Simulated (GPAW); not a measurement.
Runs of GPAW 26.7.0 on ZrSe2. It takes space group P-3m1 (No. 164, trigonal). Conventional cell: a = 3.798 Å, b = 3.798 Å, c = 6.192 Å, α = 90.00°, β = 90.00°, γ = 120.00°. Around Zr (site symmetry -3m) lie 6 Se at 2.68 Å. Around Se (site symmetry 3m) lie 3 Zr at 2.68 Å. 

```tsv
task	level	spin	cell	k mesh	cutoff (eV)	smearing	optimizer	fmax	max steps	convergence	band path	gap on the mesh (eV)	pressure (GPa)	largest force (eV/Å)
single point	PBE	off	as given	8 × 8 × 5	600	gaussian 0.023 eV	-	-	-	-	-	0.41	1.7	0.26
single point	PBE	off	as given	8 × 8 × 5	600	gaussian 0.018 eV	-	-	-	-	-	0.41	1.7	0.26
relaxation of cell and atoms	PBE	off	relaxed	8 × 8 × 5	600	fermi-dirac 0.05 eV	LBFGS	0.01 eV/Å	100	density=1e-05 forces=0.0001	-	0.43	0.0	0.01
band structure	PBE	SOC, no magnetisation	as given	6 × 6 × 4	600	fermi-dirac 0.05 eV	-	-	-	-	GMKGALHA,LM,KH	0.22	1.8	(a)
single point	PBE	off	as given	8 × 8 × 5	600	gaussian 0.022 eV	-	-	-	-	-	0.41	1.7	0.26
single point	PBE	off	as given	8 × 8 × 5	600	gaussian 0.015 eV	-	-	-	-	-	0.41	1.7	0.26
one-shot levels of the hybrid HSE06	PBE	off	as given	5 × 5 × 3	500	fermi-dirac 0.05 eV	-	-	-	-	-	0.45	1.7	(b)
single point	PBE	off	as given	8 × 8 × 5	600	gaussian 0.013 eV	-	-	-	-	-	0.41	1.7	0.26
band structure	r2SCAN	SOC, no magnetisation	as given	6 × 6 × 4	600	fermi-dirac 0.05 eV	-	-	-	-	GMKGALHA,LM,KH	0.54	(c)	0.13
band structure	PBE	off	as given	8 × 8 × 5	600	fermi-dirac 0.05 eV	-	-	-	-	GMKGALHA,LM,KH	0.41	1.7	0.26
single point	PBE	off	as given	8 × 8 × 5	600	gaussian 0.016 eV	-	-	-	-	-	0.41	1.7	0.26
single point	PBE	off	as given	8 × 8 × 5	600	gaussian 0.017 eV	-	-	-	-	-	0.41	1.7	0.26
```

Alike in all rows: potentials or basis GPAW PAW data sets (gpaw-data 1.2.1), pw.

Question: Fill in the values left out.

Answer: (a) 0.25; (b) 0.24; (c) 1.3.

Caveats: this functional lacks dispersion, which binds the layers, so the pressure and a relaxed spacing across them are unreliable (some runs); an odd mesh through Γ misses points on the zone boundary, where band edges often lie (some runs); spin-orbit coupling was added after a scalar SCF, so levels and gaps hold it while energy, forces, pressure and moments don't (some runs); this program's spin-orbit splittings come out too wide for heavy elements (some runs); later steps reuse the first step's grids (some runs); the cutoff is short for stress and forces, so pressures can be off by a GPa or more (some runs); energy and the plain gap are those of the semilocal run (some runs).

A k mesh can miss the band edges, and rows without SOC leave out spin-orbit coupling on Se, Zr.
